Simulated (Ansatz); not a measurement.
Al3Ni2:

```xyz
5
Lattice="3.9942 0.0000 0.0000 -1.9971 3.4591 0.0000 0.0000 0.0000 4.8809" Properties=species:S:1:pos:R:3 pbc="T T T"
Ni    1.9971    1.1530    4.1655
Ni    0.0000    2.3060    0.7154
Al    1.9971    1.1530    1.7177
Al    0.0000    2.3060    3.1632
Al    0.0000    0.0000    0.0000
```

The cell comes from a database or a generator and needn't be the stable form of this composition.

Program: Ansatz 0.2.0. Alike in all runs: task single point; level PBEsol; potentials or basis Ansatz PAW; cell as given; k mesh 8 × 8 × 6; cutoff (eV) 420; smearing fermi-dirac 0.05 eV. Hardware: 2 threads of Arm Neoverse V2, with other jobs on the host.

Q: Order these runs on this cell by their wall time, lowest first.
A. spin collinear, ferromagnetic start
B. spin collinear, antiferromagnetic start
C. spin off

A: C (2.4 s), A (8.8 s), B (32 s).

Caveats: the starting moments weren't kept (some runs).
